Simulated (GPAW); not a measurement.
A run of GPAW 26.7.0:

Contents of run.py:

```python
from ase import Atoms
from ase.dft.bandgap import bandgap
from ase.io import write
from ase.units import Bohr, GPa
from gpaw import GPAW, PW
from gpaw.elf import elf_from_dft_calculation

atoms = Atoms(['Co', 'O'],
              cell=[[2.99810276, 0.0, 0.0],
                    [-0.0359013095, 2.997887799, 0.0],
                    [-1.4811007252, -1.4989438994, 2.1326340492]],
              scaled_positions=[[0.0, 0.0, 0.0],
                                [0.5, 0.5, 0.0]],
              pbc=True)
atoms.set_initial_magnetic_moments([2.0, 0.0])

calc = GPAW(mode=PW(800),
            xc='RPBE',
            kpts={'size': (12, 12, 12), 'gamma': True},
            occupations={'name': 'methfessel-paxton', 'order': 0, 'width': 0.05},
            nbands=17,
            convergence={'density': 1e-05, 'energy': 1e-05},
            maxiter=150,
            txt='gpaw.txt')
atoms.calc = calc
energy = atoms.get_potential_energy()
forces = atoms.get_forces()
stress = atoms.get_stress()
calc.write('gs.gpw')
write('result.traj', atoms)
print(f'Energy: {energy:.6f} eV')
print('Forces (eV/A):')
print(forces.round(4))
print('Stress (GPa):', (stress / GPa).round(3))
print('Moments:', calc.get_magnetic_moments().round(3))
print('Fermi level:', round(calc.get_fermi_level(), 4), 'eV')
print(f'Gap: {bandgap(calc)[0]:.4f} eV, direct: {bandgap(calc, direct=True)[0]:.4f} eV')

# fields on the real-space grid
write('density.cube', atoms, data=calc.get_pseudo_density() * Bohr**3)
write('potential.cube', atoms, data=calc.get_electrostatic_potential())
write('spin.cube', atoms, data=(calc.get_pseudo_density(spin=0) - calc.get_pseudo_density(spin=1)) * Bohr**3)
write('elf.cube', atoms, data=elf_from_dft_calculation(calc).data)
```

Potentials or basis: the program's PAW data sets (release 1.2.1) made for this functional, pw.

Command:

```console
$ OMP_NUM_THREADS=1 python run.py
```

Hardware: 1 thread of Intel(R) Xeon(R) Platinum 8488C (Sapphire Rapids), with other jobs on the host.

**Question.** How long does it take, and how much memory?

**Answer.** It took 98 s on 1 thread of Intel(R) Xeon(R) Platinum 8488C (Sapphire Rapids), on a shared host, peak memory 0.27 GiB. Counts: scf iterations 16, plane waves 1000, bands 17, k points 163.
